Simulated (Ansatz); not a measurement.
Band table of O (begun as hcp type, now distorted hcp)

```xyz
2
Lattice="2.5016 0.0000 0.0000 -1.2508 2.1665 0.0000 0.0000 0.0000 2.5565" Properties=species:S:1:pos:R:3 pbc="T T T"
O     0.0000    1.4443    0.6391
O     1.2508    0.7222    1.9174
```

The cell comes from a relaxation on PAW files under the same functional, begun from a prototype that needn't be the stable phase.

Level of theory: DFT with PBE, scalar-relativistic, in Ansatz 0.2.0; a Γ-centred 17×17×9 k mesh, Fermi–Dirac smearing of 0.08 eV, no spin polarisation. LAPW: all electrons, basis error target 1 meV/atom.

This run: volume at 0.85 of the series' base cell.

Path points, in fractions of the reciprocal vectors: Γ (0.000, 0.000, 0.000), M (0.500, 0.000, 0.000), K (0.333, 0.333, 0.000), A (0.000, 0.000, 0.500), L (0.500, 0.000, 0.500), H (0.333, 0.333, 0.500). Levels in eV from the Fermi level; bands 3 to 10, counted from the lowest band of the run. The gap is zero, the pressure 34.2 GPa.

```
# k(1/Å) point b3 b4 b5 b6 b7 b8 b9 b10
0.000 Γ -23.73 -13.17 -5.91 -3.01 -3.01 0.78 0.78 2.81
0.363 - -23.41 -13.50 -5.64 -3.43 -3.40 0.48 1.06 2.47
0.725 - -22.47 -14.53 -4.89 -4.30 -4.17 -0.07 1.54 1.55
1.088 - -21.09 -16.11 -4.96 -4.78 -3.82 -0.46 0.32 1.86
1.450 M -20.08 -17.23 -5.19 -5.01 -3.12 -0.59 -0.46 1.97
1.659 - -19.98 -17.29 -6.17 -4.06 -3.03 -0.63 -0.54 1.88
1.869 - -19.67 -17.48 -7.12 -3.14 -2.77 -0.80 -0.79 1.68
2.078 - -19.18 -17.87 -7.78 -2.35 -2.35 -1.22 -1.14 1.52
2.287 K -18.51 -18.51 -8.02 -1.78 -1.78 -1.68 -1.68 1.46
2.706 - -20.28 -16.78 -7.20 -3.18 -2.93 -0.68 -0.36 1.55
3.124 - -22.07 -14.94 -5.35 -4.57 -3.66 -0.07 1.18 1.49
3.543 - -23.30 -13.61 -5.55 -3.63 -3.44 0.43 1.11 2.36
3.962 Γ -23.73 -13.17 -5.91 -3.01 -3.01 0.78 0.78 2.81
4.269 - -23.47 -13.96 -5.38 -2.85 -2.85 0.66 0.66 2.44
4.576 - -22.71 -15.75 -4.21 -2.41 -2.41 0.32 0.32 1.45
4.883 - -21.46 -17.83 -2.83 -1.75 -1.75 -0.26 -0.26 0.10
5.191 A -19.80 -19.80 -1.37 -1.37 -0.98 -0.98 -0.98 -0.98
5.553 - -19.55 -19.55 -3.28 -3.28 -1.13 -1.13 0.38 0.38
5.916 - -18.87 -18.87 -5.55 -5.55 -1.47 -1.47 1.23 1.23
6.278 - -18.04 -18.04 -7.46 -7.46 -1.78 -1.78 1.52 1.52
6.641 L -17.62 -17.62 -8.26 -8.26 -1.91 -1.91 1.58 1.58
6.850 - -17.58 -17.58 -8.21 -8.21 -2.32 -2.32 1.85 1.85
7.059 - -17.47 -17.47 -8.11 -8.11 -3.15 -3.15 2.33 2.33
7.269 - -17.35 -17.35 -8.01 -8.01 -3.85 -3.85 2.68 2.68
7.478 H -17.29 -17.29 -7.99 -7.99 -4.12 -4.12 2.79 2.79
7.896 - -17.66 -17.66 -7.64 -7.64 -3.35 -3.35 2.44 2.44
8.315 - -18.60 -18.60 -6.05 -6.05 -2.06 -2.06 1.67 1.67
8.734 - -19.47 -19.47 -3.61 -3.61 -1.22 -1.22 0.58 0.58
9.152 A -19.80 -19.80 -1.37 -1.37 -0.98 -0.98 -0.98 -0.98
```
